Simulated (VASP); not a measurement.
# LiCl: Cl into a neighbouring Cl vacancy, part 2 of 5

Wanted: the minimum-energy path in LiCl for this move: Cl into a neighbouring Cl vacancy. The start is a cell from a database of measured crystal structures.

VASP 6.6.1; PBEsol; plane waves and PAW (Cl, Li).

So far. Step 2 (Relax the host): The run ended after 3 ionic steps, 0.004 eV below its first step, once forces and stress met EDIFFG = -0.02.

The database entry behind the starting cell differs from later determinations by our own check (0.1 to 0.3 % short, probably kX units), so it need not match the best structure at ambient conditions.

### Step 3. Relax the start

System of this step: Li27Cl26. The cell holds 53 atoms: 26 Cl and 27 Li. Its edges and angles: a = 10.770 Å, b = 10.770 Å, c = 10.770 Å, α = 60.0°, β = 60.0°, γ = 60.0°. It derives from LiCl. Nearest the centre at fractional (0.167, 0.167, 0.333): Li37 at 1.77 Å, Li31 at 1.80 Å, Cl1 at 1.81 Å, Li39 at 3.10 Å, Cl3 at 3.11 Å, Cl19 at 3.11 Å, Cl7 at 3.11 Å, Cl9 at 3.11 Å. The cell carries charge +1.

A path needs two true minima; the start is relaxed with symmetry off.

This cell carries charge +1, set by NELECT and balanced by a uniform background.

Contents of INCAR:

```
SYSTEM = Li27Cl26
PREC = Normal
ENCUT = 280
EDIFF = 1E-05
NELM = 120
ISMEAR = 0
SIGMA = 0.05
LREAL = Auto
ALGO = Fast
GGA = PS
NELECT = 208
LORBIT = 11
LWAVE = .FALSE.
LCHARG = .FALSE.
KPAR = 6
IBRION = 2
NSW = 60
ISIF = 2
EDIFFG = -0.05
POTIM = 0.4
MAXMIX = 40
ISYM = 0
```

Contents of POSCAR:

```
Li27Cl26
1.0
    0.0000000000      7.6154646735      7.6154646735
    7.6154646735      0.0000000000      7.6154646735
    7.6154646735      7.6154646735      0.0000000000
Cl Li
26 27
Direct
    0.1677256579      0.1664754809      0.5010987711
    0.1701528462      0.1643527717      0.8322248311
    0.1686135521      0.4990105673      0.1662459340
    0.1670356563      0.5010668072      0.4997056539
    0.1667867182      0.4986137898      0.8327854419
    0.1655484410      0.8336834989      0.1678892120
    0.1673663724      0.8326550109      0.4986248470
    0.1700497709      0.8325941238      0.8333487448
    0.5008500823      0.1653575919      0.1608555917
    0.5011202932      0.1661171120      0.4994407835
    0.4952629752      0.1704120120      0.8351499303
    0.4990374780      0.5027038823      0.1693275828
    0.4987307353      0.5017090665      0.4969410320
    0.4973480373      0.5008576489      0.8327619810
    0.4987249919      0.8343502614      0.1654605350
    0.4992565280      0.8327471644      0.5008369298
    0.5008118575      0.8333640989      0.8348618897
    0.8347100615      0.1639730392      0.1672114294
    0.8319723122      0.1704292936      0.4985462555
    0.8313077380      0.1678678882      0.8320794205
    0.8323307693      0.4984231071      0.1683856449
    0.8344366251      0.4976709140      0.4994208641
    0.8318563736      0.4971468566      0.8368049698
    0.8342167095      0.8316685817      0.1689995013
    0.8357186177      0.8316136590      0.4995902847
    0.8297578232      0.8330172403      0.8360022258
    0.0005771236      0.0014590590     -0.0017479731
   -0.0039651489      0.0008263698      0.3330154889
   -0.0011086223     -0.0005728073      0.6695605117
    0.0012015376      0.3333619356     -0.0000313567
   -0.0009383340      0.3340226257      0.3349452588
   -0.0012294239      0.3286514849      0.6706687193
   -0.0016462469      0.6645696123      0.0017329130
   -0.0001597405      0.6690913899      0.3317826568
    0.0026440789      0.6672235576      0.6657799415
    0.3296920987     -0.0003357220      0.0013413851
    0.3299806275      0.0015443724      0.3363937596
    0.3340115241      0.0015597350      0.6654857847
    0.3323685093      0.3324215030      0.0010009337
    0.3322335378      0.3361819110      0.3317179518
    0.3260916836      0.3340980855      0.6699041326
    0.3345546563      0.6628166798      0.0054700555
    0.3346450630      0.6631470045      0.3335683745
    0.3342392663      0.6671578962      0.6648464954
    0.6673319602     -0.0011289114      0.0000644921
    0.6661078632     -0.0019371694      0.3330521979
    0.6637472446      0.0000492246      0.6666345520
    0.6646128878      0.3352455528      0.0019141046
    0.6651422308      0.3342575816      0.3337524998
    0.6649569488      0.3319984655      0.6691180750
    0.6634103237      0.6671494982      0.0017057221
    0.6694731008      0.6681339055      0.3295012353
    0.6656132673      0.6621056369      0.6681404630
```

Contents of KPOINTS:

```
Automatic mesh
0
Gamma
2 2 2
0 0 0
```

The projector-augmented-wave data sets are Cl and Li (PBE family, release 64).

Run with:

```bash
> mpirun -np 6 vasp_std
```

The log of the run:

```text
[banner, memory and clock lines left out]
running    6 mpi-ranks, on    1 nodes
 distrk:  each k-point on    1 cores,    6 groups
 distr:  one band on    1 cores,    1 groups

 POSCAR found type information on POSCAR ClLi
 POSCAR found :  2 types and      53 ions
 [... a notice as in an earlier step ...]

 [... a notice as in an earlier step ...]

 LDA part: xc-table for (Slater+PW92), standard interpolation
 POSCAR, INCAR and KPOINTS ok, starting setup
 FFT: planning ... GRIDC
 FFT: planning ... GRID_SOFT
 FFT: planning ... GRID
 WAVECAR not read
 entering main loop
       N       E                     dE             d eps       ncg     rms          rms(c)
DAV:   1     0.983574180979E+03    0.98357E+03   -0.61393E+04  2136   0.818E+02
DAV:   2    -0.108193181772E+03   -0.10918E+04   -0.10627E+04  2696   0.196E+02
DAV:   3    -0.203529293293E+03   -0.95336E+02   -0.95045E+02  2528   0.684E+01
DAV:   4    -0.205149356419E+03   -0.16201E+01   -0.16171E+01  2488   0.106E+01
DAV:   5    -0.205187521669E+03   -0.38165E-01   -0.38139E-01  2472   0.157E+00BRMIX: very serious problems
 the old and the new charge density differ
 old charge density:   209.00000 new  207.99997
BRMIX: very serious problems
 the old and the new charge density differ
 old charge density:   209.00000 new  207.99997
BRMIX: very serious problems
 the old and the new charge density differ
 old charge density:   209.00000 new  207.99997
BRMIX: very serious problems
 the old and the new charge density differ
 old charge density:   209.00000 new  207.99997
BRMIX: very serious problems
 the old and the new charge density differ
 old charge density:   209.00000 new  207.99997
BRMIX: very serious problems
 the old and the new charge density differ
 old charge density:   209.00000 new  207.99997
    0.120E+01
RMM:   6    -0.203790900903E+03    0.13966E+01   -0.26740E+00  2096   0.302E+00    0.825E+00
RMM:   7    -0.203594312444E+03    0.19659E+00   -0.32517E+00  2096   0.315E+00    0.329E+00
RMM:   8    -0.203543552552E+03    0.50760E-01   -0.57524E-01  2096   0.146E+00    0.105E+00
RMM:   9    -0.203535370383E+03    0.81822E-02   -0.42413E-02  2096   0.489E-01    0.684E-01
RMM:  10    -0.203536622034E+03   -0.12517E-02   -0.36253E-02  2096   0.346E-01    0.340E-01
RMM:  11    -0.203539695771E+03   -0.30737E-02   -0.93277E-03  2096   0.186E-01    0.285E-01
RMM:  12    -0.203539879518E+03   -0.18375E-03   -0.20535E-03  2174   0.799E-02    0.247E-01
RMM:  13    -0.203539773373E+03    0.10615E-03   -0.19026E-03  2096   0.778E-02    0.539E-02
RMM:  14    -0.203539787696E+03   -0.14323E-04   -0.21924E-04  1997   0.335E-02    0.497E-02
RMM:  15    -0.203539771125E+03    0.16571E-04   -0.97126E-05  1893   0.199E-02    0.112E-02
RMM:  16    -0.203539771427E+03   -0.30224E-06   -0.26245E-05  1397   0.103E-02
   1 F= -.20353977E+03 E0= -.20353977E+03  d E =-.203540E+03
 curvature:   0.00 expect dE= 0.000E+00 dE for cont linesearch  0.000E+00
 trial: gam= 0.00000 g(F)=  0.250E+00 g(S)=  0.000E+00 ort = 0.000E+00 (trialstep = 0.100E+01)
 search vector abs. value=  0.250E+00
 bond charge predicted
       N       E                     dE             d eps       ncg     rms          rms(c)
DAV:   1    -0.203743050157E+03   -0.20328E+00   -0.64208E+00  2464   0.521E+00    0.146E+00
RMM:   2    -0.203804448434E+03   -0.61398E-01   -0.43104E-01  2096   0.150E+00    0.242E+00
RMM:   3    -0.203767950565E+03    0.36498E-01   -0.96866E-02  2096   0.763E-01    0.518E-01
RMM:   4    -0.203766849323E+03    0.11012E-02   -0.44386E-02  2096   0.410E-01    0.537E-01
RMM:   5    -0.203766348718E+03    0.50060E-03   -0.37926E-03  2096   0.154E-01    0.247E-01
RMM:   6    -0.203766334856E+03    0.13863E-04   -0.44661E-03  2096   0.115E-01    0.112E-01
RMM:   7    -0.203766342415E+03   -0.75588E-05   -0.93258E-04  2101   0.655E-02    0.912E-02
RMM:   8    -0.203766355904E+03   -0.13489E-04   -0.37864E-04  2044   0.352E-02    0.909E-02
RMM:   9    -0.203766257108E+03    0.98796E-04   -0.14431E-04  2008   0.226E-02    0.348E-02
RMM:  10    -0.203766251439E+03    0.56696E-05   -0.17264E-04  1887   0.197E-02    0.223E-02
RMM:  11    -0.203766252531E+03   -0.10921E-05   -0.15008E-05  1239   0.101E-02
   2 F= -.20376625E+03 E0= -.20376625E+03  d E =-.226481E+00
[...]
3 F= -.20416641E+03 E0= -.20416641E+03  d E =-.626643E+00
[...]
4 F= -.20420809E+03 E0= -.20420809E+03  d E =-.668320E+00
[...]
5 F= -.20426017E+03 E0= -.20426017E+03  d E =-.520762E-01
[...]
6 F= -.20433048E+03 E0= -.20433048E+03  d E =-.122389E+00
[...]
7 F= -.20433053E+03 E0= -.20433053E+03  d E =-.122440E+00
[...]
8 F= -.20434485E+03 E0= -.20434485E+03  d E =-.143157E-01
 trial-energy change:   -0.014316  1 .order   -0.014434   -0.018912   -0.009955
 step:   7.1957(harm=  6.4165)  dis= 0.03998  next Energy=  -204.351354 (dE=-0.208E-01)
 bond charge predicted
       N       E                     dE             d eps       ncg     rms          rms(c)
DAV:   1    -0.204336425726E+03    0.84206E-02   -0.33814E+00  2236   0.382E+00    0.118E+00
RMM:   2    -0.204347367973E+03   -0.10942E-01   -0.11824E-01  2096   0.917E-01    0.361E-01
RMM:   3    -0.204349269903E+03   -0.19019E-02   -0.14772E-02  2096   0.328E-01    0.136E-01
RMM:   4    -0.204349112981E+03    0.15692E-03   -0.32773E-03  2096   0.143E-01    0.152E-01
RMM:   5    -0.204349044848E+03    0.68133E-04   -0.23346E-03  2096   0.945E-02    0.105E-01
RMM:   6    -0.204349047959E+03   -0.31109E-05   -0.34297E-04  2079   0.480E-02    0.764E-02
RMM:   7    -0.204349055227E+03   -0.72682E-05   -0.16433E-04  1932   0.261E-02    0.654E-02
RMM:   8    -0.204349052561E+03    0.26665E-05   -0.22228E-05  1347   0.126E-02
   9 F= -.20434905E+03 E0= -.20434905E+03  d E =-.185209E-01
 curvature:  -3.98 expect dE=-0.326E-02 dE for cont linesearch -0.700E-03
 trial: gam= 0.00000 g(F)=  0.819E-03 g(S)=  0.000E+00 ort =-0.120E-02 (trialstep = 0.387E+01)
 search vector abs. value=  0.819E-03
 reached required accuracy - stopping structural energy minimisation
```

Wall time 11 min (6 MPI ranks of AMD EPYC 7R43, shared host); peak memory 3.2 GiB; 63 min of CPU time.

OUTCAR, selected parts (step 3):

```text
NELECT = 208

 ion  position               nearest neighbor table
   1  0.168  0.166  0.501-  37 2.51  38 2.52  32 2.53  40 2.55  31 2.55  29 2.56
   2  0.170  0.164  0.832-  41 2.48  36 2.50  38 2.51  27 2.53  32 2.54  30 2.56
   3  0.169  0.499  0.166-  40 2.51  42 2.51  39 2.53  31 2.55  33 2.55  34 2.56
   4  0.167  0.501  0.500-  41 2.51  43 2.51  35 2.53  40 2.54  34 2.55  32 2.59
   5  0.167  0.499  0.833-  41 2.49  30 2.52  35 2.52  39 2.54  33 2.55  44 2.56
   6  0.166  0.834  0.168-  36 2.51  34 2.52  28 2.53  42 2.54  27 2.55  43 2.55
   7  0.167  0.833  0.499-  35 2.51  37 2.53  44 2.54  43 2.55  28 2.57  29 2.57
   8  0.170  0.833  0.833-  38 2.54  27 2.54  44 2.54  29 2.55  42 2.56  33 2.59
   9  0.501  0.165  0.161-  45 2.49  39 2.50  48 2.54  37 2.55  46 2.57  40 2.60
  10  0.501  0.166  0.499-  47 2.51  38 2.53  49 2.53  46 2.55  40 2.56  41 2.58
  11  0.495  0.170  0.835-  39 2.50  50 2.52  41 2.55  36 2.56  45 2.57  47 2.58
  12  0.499  0.503  0.169-  43 2.47  42 2.50  51 2.50  49 2.52  40 2.54  48 2.55
  13  0.499  0.502  0.497-  43 2.49  49 2.52  44 2.54  52 2.57  50 2.58  41 2.59
  14  0.497  0.501  0.833-  53 2.51  44 2.52  50 2.53  39 2.54  42 2.55  48 2.56
  15  0.499  0.834  0.165-  51 2.52  45 2.54  36 2.54  52 2.55  43 2.55  37 2.58
  16  0.499  0.833  0.501-  44 2.52  46 2.53  38 2.54  53 2.54  37 2.54  52 2.56
  17  0.501  0.833  0.835-  51 2.51  47 2.51  36 2.53  38 2.56  42 2.57  53 2.57
  18  0.835  0.164  0.167-  28 2.49  27 2.52  46 2.55  48 2.55  30 2.56  49 2.57
  19  0.832  0.170  0.499-  31 2.52  49 2.53  50 2.53  28 2.55  29 2.57  47 2.58
  20  0.831  0.168  0.832-  32 2.50  50 2.51  29 2.52  45 2.54  27 2.55  48 2.57
  21  0.832  0.498  0.168-  52 2.52  49 2.52  33 2.53  31 2.54  30 2.54  51 2.56
  22  0.834  0.498  0.499-  31 2.50  53 2.54  52 2.55  50 2.55  32 2.56  34 2.57
  23  0.832  0.497  0.837-  48 2.51  30 2.53  32 2.55  51 2.55  53 2.55  35 2.60
  24  0.834  0.832  0.169-  52 2.50  34 2.50  46 2.52  33 2.55  45 2.56  27 2.56
  25  0.836  0.832  0.500-  28 2.51  34 2.52  35 2.54  47 2.56  46 2.56  53 2.59
  26  0.830  0.833  0.836-  45 2.51  51 2.53  33 2.55  47 2.55  29 2.56  35 2.56
  27  0.001  0.001  0.998-  18 2.52   2 2.53   8 2.54   6 2.55  20 2.55  24 2.56
  28  0.996  0.001  0.333-  18 2.49  25 2.51   6 2.53  19 2.55   7 2.57
  29  0.999  0.999  0.670-  20 2.52   8 2.55  26 2.56   1 2.56   7 2.57  19 2.57
  30  0.001  0.333  1.000-   5 2.52  23 2.53  21 2.54  18 2.56   2 2.56
  31  0.999  0.334  0.335-  22 2.50  19 2.52  21 2.54   3 2.55   1 2.55
  32  0.999  0.329  0.671-  20 2.50   1 2.53   2 2.54  23 2.55  22 2.56   4 2.59
  33  0.998  0.665  0.002-  21 2.53  26 2.55  24 2.55   3 2.55   5 2.55   8 2.59
  34  1.000  0.669  0.332-  24 2.50   6 2.52  25 2.52   4 2.55   3 2.56  22 2.57
  35  0.003  0.667  0.666-   7 2.51   5 2.52   4 2.53  25 2.54  26 2.56  23 2.60
  36  0.330  1.000  0.001-   2 2.50   6 2.51  17 2.53  15 2.54  11 2.56
  37  0.330  0.002  0.336-   1 2.51   7 2.53  16 2.54   9 2.55  15 2.58
  38  0.334  0.002  0.665-   2 2.51   1 2.52  10 2.53   8 2.54  16 2.54  17 2.56
  39  0.332  0.332  0.001-  11 2.50   9 2.50   3 2.53  14 2.54   5 2.54
[...]
52  0.669  0.668  0.330-  24 2.50  21 2.52  15 2.55  22 2.55  16 2.56  13 2.57
  53  0.666  0.662  0.668-  14 2.51  22 2.54  16 2.54  23 2.55  17 2.57  25 2.59

 Found      8 irreducible k-points:

   k-points           NKPTS =      8   k-points in BZ     NKDIM =      8   number of bands    NBANDS=    131

   dimension x,y,z NGX =    48 NGY =   48 NGZ =   48
   dimension x,y,z NGXF=    96 NGYF=   96 NGZF=   96

   ENCUT  =  280.0 eV  20.58 Ry    4.54 a.u.  14.69 14.69 14.69*2*pi/ulx,y,z

 E-fermi :   0.7142

 k-point     1 :       0.0000    0.0000    0.0000
  band No.  band energies     occupation
    ...
    100       0.2784      2.00000
    101       0.2800      2.00000
    102       0.4235      2.00000
    103       0.4244      2.00000
    104       0.4249      2.00000
    105       5.6688      0.00000
    106       7.0145      0.00000
    107       7.3852      0.00000
    108       7.3861      0.00000
    109       7.3863      0.00000
    ...

 k-point     2 :       0.5000    0.0000    0.0000
  band No.  band energies     occupation
    ...
    100       0.2176      2.00000
    101       0.3256      2.00000
    102       0.3263      2.00000
    103       0.3750      2.00000
    104       0.3763      2.00000
    105       6.0131      0.00000
    106       7.1573      0.00000
    107       7.2875      0.00000
    108       7.7721      0.00000
    109       7.8418      0.00000
    ...

  Total      -12.1627833    -12.1688302    -12.1493547      0.0324633      0.0245255      0.0195803
  in kB      -22.0609562    -22.0719241    -22.0365992      0.0588822      0.0444846      0.0355148
  external PRESSURE =     -22.0564932 kB  Pullay stress =       0.0000000 kB

  energy-cutoff  :      280.00
  volume of cell :      883.32
      direct lattice vectors                 reciprocal lattice vectors
     0.000000000  7.615464674  7.615464674    -0.065655875  0.065655875  0.065655875
     7.615464674  0.000000000  7.615464674     0.065655875 -0.065655875  0.065655875
     7.615464674  7.615464674  0.000000000     0.065655875  0.065655875 -0.065655875

 POSITION                                       TOTAL-FORCE (eV/Angst)
 -----------------------------------------------------------------------------------
      5.03560      5.03258      2.53219         0.000702      0.004399     -0.000300
      7.66122      7.65696      2.53019        -0.002616      0.000010      0.000963
      5.03121      2.53848      5.02367         0.005978      0.001110      0.006993
      7.62367      5.06971      5.06567        -0.002425      0.000356     -0.000353
     10.15624      7.65559      5.02755        -0.001766      0.000698     -0.004059
      7.66415      2.54075      7.65425        -0.002687     -0.010804     -0.003670
     10.15909      5.02671      7.65743        -0.002433      0.005534     -0.004372
     12.68409      7.62230      7.61767         0.010658     -0.006540     -0.004337
      2.54011      5.03099      5.02535        -0.002600     -0.001035      0.002462
      5.07081      7.61866      5.06783         0.003611     -0.003423     -0.000599
      7.65907     10.14644      5.02135         0.005855      0.006817      0.003737
      5.07316      5.07220      7.61721         0.006246      0.004375     -0.004579
      7.62562      7.62054      7.61678        -0.009632     -0.008527     -0.004918
     10.15470     10.15288      7.65478        -0.000441      0.002249      0.031894
      7.66566      5.02948     10.14919        -0.008217      0.002117     -0.000028
     10.15037      7.66361     10.15119         0.005438      0.021781     -0.002369
     12.64283     10.15180     10.14559        -0.019164      0.002657      0.001542
      2.53814      7.66003      7.65581        -0.000642     -0.002282     -0.005207
      5.03344     10.15511      7.65322         0.003330     -0.003983     -0.000309
      7.62175     12.68347      7.60925        -0.000138      0.006249      0.006418
      5.03351      7.66473     10.14833        -0.002740     -0.009335      0.000356
      7.66364     10.15297     10.14606         0.031622      0.005202      0.002383
     10.15640     12.64333     10.14848        -0.003193     -0.023284     -0.005831
      7.61751      7.61977     12.68398         0.002098     -0.000031      0.004259
     10.15790     10.15300     12.63507        -0.008383     -0.002765     -0.022044
     12.68893     12.68356     12.68054         0.002048      0.007566      0.000527
     15.22120     15.22459     15.22479         0.002940     -0.000956     -0.007583
     10.16119     10.14510     14.95016        -0.005735      0.009782      0.043548
     12.69982     12.70230     15.21915         0.001404     -0.005876     -0.001857
     10.15537     14.95823     10.14618         0.001103      0.042175      0.006039
      5.35080     10.15932     10.14851        -0.045014     -0.005382     -0.000708
      7.61592     12.69497     10.13942        -0.013363      0.009564      0.009782
     12.69452     15.22772     12.69298         0.004228     -0.005199      0.000460
      7.61822     10.15517     12.69153        -0.016055     -0.002010      0.008080
     10.15682     12.69292     12.69206        -0.000006      0.012793      0.010379
     14.96064     10.15369     10.14495         0.037355     -0.001627      0.001866
     10.16169      5.34556     10.15006        -0.006818     -0.035029     -0.000624
     12.68920      7.61733     10.15371         0.015607     -0.015924     -0.001323
[...]
-----------------------------------------------------------------------------------
    total drift:                                0.006024     -0.003061     -0.028591

  FREE ENERGIE OF THE ION-ELECTRON SYSTEM (eV)
  ---------------------------------------------------
  free  energy   TOTEN  =      -204.3490525609 eV

  energy  without entropy=     -204.3490525609  energy(sigma->0) =     -204.34905256

 total charge
# of ion       s       p       d       tot
------------------------------------------
    1        1.578   3.575   0.000   5.154
    2        1.578   3.575   0.000   5.153
    3        1.578   3.575   0.000   5.153
    4        1.578   3.577   0.000   5.156
    5        1.578   3.575   0.000   5.153
    6        1.578   3.575   0.000   5.153
    7        1.578   3.575   0.000   5.153
    8        1.578   3.578   0.000   5.156
    9        1.578   3.575   0.000   5.153
   10        1.578   3.577   0.000   5.156
   11        1.578   3.575   0.000   5.153
   12        1.578   3.577   0.000   5.155
   13        1.578   3.577   0.000   5.156
   14        1.579   3.590   0.000   5.169
   15        1.578   3.575   0.000   5.153
   16        1.579   3.590   0.000   5.169
   17        1.579   3.590   0.000   5.169
   18        1.578   3.575   0.000   5.154
   19        1.578   3.575   0.000   5.154
   20        1.578   3.577   0.000   5.156
   21        1.578   3.575   0.000   5.153
   22        1.579   3.590   0.000   5.169
   23        1.579   3.590   0.000   5.169
   24        1.578   3.577   0.000   5.156
   25        1.579   3.590   0.000   5.169
   26        1.578   3.577   0.000   5.156
   27        0.063   0.119   0.000   0.182
   28        0.071   0.134   0.000   0.205
   29        0.063   0.119   0.000   0.183
   30        0.071   0.134   0.000   0.204
   31        0.071   0.134   0.000   0.205
   32        0.062   0.116   0.000   0.178
   33        0.063   0.119   0.000   0.183
   34        0.062   0.116   0.000   0.178
   35        0.062   0.117   0.000   0.179
   36        0.071   0.134   0.000   0.204
   37        0.071   0.134   0.000   0.204
[...]
--------------------------------------------------
tot         42.785  96.347   0.000 139.131

[... 1 part as in an earlier step ...]

[... 6 further parts left out ...]
```

Relaxation path:

| step | energy less that of the first step (eV) | largest force (eV/Å) |
| --- | --- | --- |
| 1 | 0.0000 | 0.8107 |
| 2 | -0.2265 | 0.6924 |
| 3 | -0.6266 | 0.3224 |
| 4 | -0.6683 | 0.3123 |
| 5 | -0.7204 | 0.2141 |
| 6 | -0.7907 | 0.1062 |
| 7 | -0.7908 | 0.1337 |
| 8 | -0.8051 | 0.0626 |
| 9 | -0.8093 | 0.0453 |

The atoms that moved most (Å):

| atom | dx | dy | dz | length |
| --- | --- | --- | --- | --- |
| Li30 | 0.001 | -0.282 | -0.017 | 0.282 |
| Li39 | -0.001 | -0.003 | 0.280 | 0.280 |
| Li36 | -0.278 | 0.017 | 0.021 | 0.279 |
| Li37 | -0.027 | 0.271 | 0.010 | 0.272 |
| Li28 | 0.003 | 0.024 | -0.257 | 0.258 |
| Li31 | 0.256 | 0.000 | -0.004 | 0.256 |
| Cl1 | -0.048 | -0.061 | -0.013 | 0.079 |
| Cl2 | 0.072 | 0.023 | -0.017 | 0.077 |

Numbers from this step:

| Property | Result |
| --- | --- |
| electronic cycles | 95 |
| electrons | 208 |
| free energy (TOTEN) | -204.3491 eV |
| Fermi energy | 0.7142 eV |
| gap on the k-mesh | 5.240 eV |
| least direct gap on the k-mesh | 5.244 eV |

The run ended after 9 ionic steps, 0.809 eV below its first step, once the forces on the free atoms met EDIFFG = -0.05.

[end of part 2 of 5]

[Lines on the potential files, build, host, timing and source positions are cut from VASP's logs without a mark.]

[Logs are printed without paths, hosts, clocks, repeated set-up lines and the standing remarks that a program may print on its own settings, such as how far it seeks lower states.]

[Hosts, paths, dates, database ids (printed as entryN), source tags and the programs' standing remarks are cut or masked in the printed files.]

[Runs that stopped without an error message from VASP are left out.]
